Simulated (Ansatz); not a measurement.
Results of BLYP in Ansatz (PAW) for spinel MgAl₂O₄.

Settings: plane-wave cutoff 520 eV, 8×8×8 k mesh, Fermi–Dirac smearing 0.01 eV, scalar-relativistic PAW data made under PBE.

Properties against volume:

Shape and atoms are relaxed at each volume.

| V (Å³/atom) | P (GPa) | direct gap at Γ (eV) | smallest gap on the k mesh (eV) |
|---|---|---|---|
| 9.483 | 7.80 | 5.640 | 5.629 |
| 9.681 | 3.71 | 5.439 | 5.428 |
| 9.879 | 0.02 | 5.246 | 5.235 |
| 10.076 | -3.32 | 5.060 | 5.048 |
| 10.274 | -6.33 | 4.881 | 4.868 |

A straight line through the gaps at Γ against ln V gives a volume deformation potential dE_g(Γ)/d ln V of -9.5 eV: the gap at Γ widens under compression.

Measured, for comparison: band gap 7.8 eV (temperature not stated, no zero-point or thermal correction; as tabulated in Neo et al. (2023), doi:10.1002/gch2.202200236).

Note: the bulk modulus comes from volumes at which shape and atoms were relaxed.

Ansatz is an electronic-structure program.
